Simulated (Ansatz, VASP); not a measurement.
## Two plane-wave programs on AlN

```
Al N
1.0
     0.00000    2.18399    2.18399
     2.18399    0.00000    2.18399
     2.18399    2.18399    0.00000
Al N
1 1
Direct
  0.97026 0.97026 0.97026
  0.75000 0.75000 0.75000
```

Change from the starting cell: all Al atoms moved +0.225 Å, as atom 1 towards its neighbour atom 2 (N) at 1.891 Å.

Alike in both runs: task single point; functional PBE; k mesh 10 × 10 × 10; occupations gaussian, width 0.05 eV; no spin polarisation.

|  | VASP | Ansatz |
| --- | --- | --- |
| version | VASP 6.6.1 | Ansatz 0.2.0 |
| potentials or method | VASP PAW PBE potentials, release 64 (Al, N) | scalar-relativistic, plane waves, PAW |
| plane-wave cutoff (eV) | 520 | 420 |
| valence electrons in the cell | 8 | 8 |

Ansatz gave:

| Item | Value |
| --- | --- |
| gap on the k mesh at the Fermi level (eV) | 3.03 |
| least direct gap on the mesh (eV) | 3.80 |
| pressure (GPa) | 13.7 |
| largest component of the traceless stress (GPa) | 16.35 |
| rms of the force components (eV/Å) | 3.277 |

Which values does VASP return?

gap on the k mesh at the Fermi level (eV): 3.02; least direct gap on the mesh (eV): 3.81; pressure (GPa): 13.6; largest component of the traceless stress (GPa): 16.52; rms of the force components (eV/Å): 3.300.

Atom by atom the forces differ by 0.023 eV/Å (rms over components).

Caveats: forces of over 1 eV/Å show positions far from the minimum, so gaps and moduli don't describe the material at rest. A k mesh can miss the band edges.
